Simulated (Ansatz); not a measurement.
Crystal: Zr.

```xyz
2
Lattice="3.2320 0.0000 0.0000 -1.6160 2.7990 0.0000 0.0000 0.0000 5.1470" Properties=species:S:1:pos:R:3 pbc="T T T"
Zr    1.6160    0.9330    3.8603
Zr    0.0000    1.8660    1.2868
```

| Property | Result |
| --- | --- |
| Program | Ansatz 0.2.0 |
| Task | relaxation of cell and atoms |
| Functional | RPBE |
| Potentials or basis | Ansatz PAW |
| Cutoff | 420 eV (not typed: the program's choice for these potentials) |
| k mesh | 9 × 9 × 5 |
| Occupations | fermi-dirac, width 0.05 eV |
| Spin | no spin polarisation |

At the start: volume 23.28 Å³/atom.

**Question.** Where does the relaxation end?

**Answer.** It ends after 4 steps and the volume is 23.95 Å³/atom (+2.9 %); space group P6_3/mmc (No. 194, to 0.05 Å).

The path:
```csv
step,energy change (eV),largest force (eV/Å),volume (Å³)
1,0.0000,0.0000,46.56
2,-0.0115,0.0000,47.89
3,-0.0115,0.0000,47.90
4,-0.0117,0.0000,47.90
```

Final structure:
```
Zr
1.0
     3.25642    0.00000    0.00000
    -1.62821    2.82014    0.00000
     0.00000    0.00000    5.21618
Zr
2
Direct
  0.66667 0.33333 0.75000
  0.33333 0.66667 0.25000
```

Caveat: the plane-wave basis is chosen anew once the cell has moved, so the energies of steps on either side of that aren't comparable; the PAW data sets come from PBE, with cores solved anew for the run's functional, which leaves a small shift of forces and pressure.
